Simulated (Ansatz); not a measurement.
**Sn: what relativity and spin–orbit coupling change**

```xyz
1
Lattice="-2.0292 2.0292 1.6608 2.0292 -2.0292 1.6608 2.0292 2.0292 -1.6608" Properties=species:S:1:pos:R:3 pbc="T T T"
Sn    0.0000    0.0000    0.0000
```

The cell is the one relaxed in the Materials Project (mp-55), not relaxed further here; entries there can be hypothetical.

One fixed cell is solved with PBE by all-electron LAPW in Ansatz 0.2.0 under different relativistic treatments. Pressure is positive in compression.

Settings: a Γ-centred 16×16×16 k mesh, Fermi–Dirac smearing of 0.05 eV, basis error target 1 meV/atom, no spin polarisation.

```csv
setting,P (GPa),"lowest level at Γ above −25 eV, from the valence-band top or, without a gap, the Fermi level (eV)"
scalar-relativistic,0.99,?
non-relativistic,0.94,-23.03
with spin–orbit coupling,0.99,?
```

Q: Fill in "lowest level at Γ above −25 eV, from the valence-band top or, without a gap, the Fermi level (eV)" for the row "scalar-relativistic".

A: -21.58.

Q: What belongs in the row "with spin–orbit coupling", column "lowest level at Γ above −25 eV, from the valence-band top or, without a gap, the Fermi level (eV)"?

A: -22.09.
